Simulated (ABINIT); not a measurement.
Ga:

```
Ga
1.0
     2.77842    0.00000    0.00000
     0.00000    3.28161    0.00000
    -1.34343    0.00000    3.99027
Ga
2
Direct
  0.13460 0.75000 0.77017
  0.86540 0.25000 0.22983
```

This isn't the form of Ga at room conditions, which is orthorhombic.

Base run:

| Item | Value |
| --- | --- |
| Program | ABINIT 10.8.3 (patched build) |
| Functional | AM05 |
| Potentials or basis | Ansatz PAW PBE default generated set, frozen core |
| Cutoff | 490 eV |
| k mesh | 10 × 8 × 7 |
| Occupations | fermi-dirac, width 0.05 eV |
| Spin | no spin polarisation |

Its results: band gap on the k mesh none (metal or under the smearing width); pressure -1.0 GPa; largest force 0.063 eV/Å.

Question: After a change of settings the same cell gave: band gap on the k mesh none (metal or under the smearing width); pressure -0.3 GPa; largest force 0.077 eV/Å. Which change was it?
A. functional from AM05 to WC
B. functional from AM05 to RPBE
C. functional from AM05 to revPBE
D. functional from AM05 to PBE

Answer: A.

Caveats: the PAW data sets were made with another functional, which shifts forces and pressure a little; the atomic spheres overlap.
